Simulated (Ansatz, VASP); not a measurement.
SrO: VASP beside Ansatz

Contents of INCAR:

```
PREC = Accurate ; ENCUT = 520
EDIFF = 1E-6 ; ISMEAR = 0
SIGMA = 0.05 ; LREAL = False
LASPH = True ; NELM = 100
ALGO = Fast ; ISIF = 2
LWAVE = False ; LCHARG = False
NBANDS = 24
```

KPOINTS

```
regular mesh
0
Gamma
  9 9 6
```

POSCAR

```
SrO
1.0
    4.2754662656     -0.0427546627      0.0000000000
   -2.1747597568      3.7240397303      0.0000000000
    0.0000000000      0.0000000000      5.1555949900
Sr O
2 2
Direct
    0.3333333333      0.6666666667      0.9381277000
    0.6666666667      0.3333333333      0.4381277000
    0.3333333333      0.6666666667      0.4368723000
    0.6666666667      0.3333333333      0.9368723000
```

Input for Ansatz:

```yaml
crystal:
  lattice:
    - [4.2754662656, -0.0427546627, 0.0]
    - [-2.1747597568, 3.7240397303, 0.0]
    - [0.0, 0.0, 5.15559499]
  atoms:
    - { symbol: Sr, position: [0.3333333333, 0.6666666667, 0.9381277] }
    - { symbol: Sr, position: [0.6666666667, 0.3333333333, 0.4381277] }
    - { symbol: O, position: [0.3333333333, 0.6666666667, 0.4368723] }
    - { symbol: O, position: [0.6666666667, 0.3333333333, 0.9368723] }
basis:
  ecutwfc: 420
kpoints:
  mp_grid: { grid: [9, 9, 6] }
hamiltonian:
  xc: lda
scf:
  occupations: { method: gaussian, width: 0.05 }
output:
  forces: true
  stress: true
  eigenvalues: true
```

Change from the starting cell: strain -0.0200 x Voigt [0, 0, 0, 0, 0, 1], atoms carried along.

Alike in both runs: task single point; functional LDA; k mesh 9 × 9 × 6; occupations gaussian, width 0.05 eV; no spin polarisation.

```csv
,VASP,Ansatz
version,VASP 6.6.1,Ansatz 0.2.0
potentials or method,"VASP PAW LDA potentials, release 64 (Sr_sv, O)","scalar-relativistic, plane waves, PAW"
plane-wave cutoff (eV),520,420
valence electrons in the cell,32,32
```

Ansatz gave:

| Quantity | Value |
| --- | --- |
| gap on the k mesh at the Fermi level (eV) | 2.46 |
| least direct gap on the mesh (eV) | 2.46 |
| pressure (GPa) | -4.5 |
| largest component of the traceless stress (GPa) | 0.57 |
| rms of the force components (eV/Å) | 0.047 |

Q: Estimate VASP's values.

A: gap on the k mesh at the Fermi level (eV): 2.45; least direct gap on the mesh (eV): 2.45; pressure (GPa): -3.9; largest component of the traceless stress (GPa): 0.60; rms of the force components (eV/Å): 0.051.

Atom by atom the forces differ by 0.004 eV/Å (rms over components).

Caveats: an odd mesh through Γ misses points on the zone boundary, where band edges often lie.
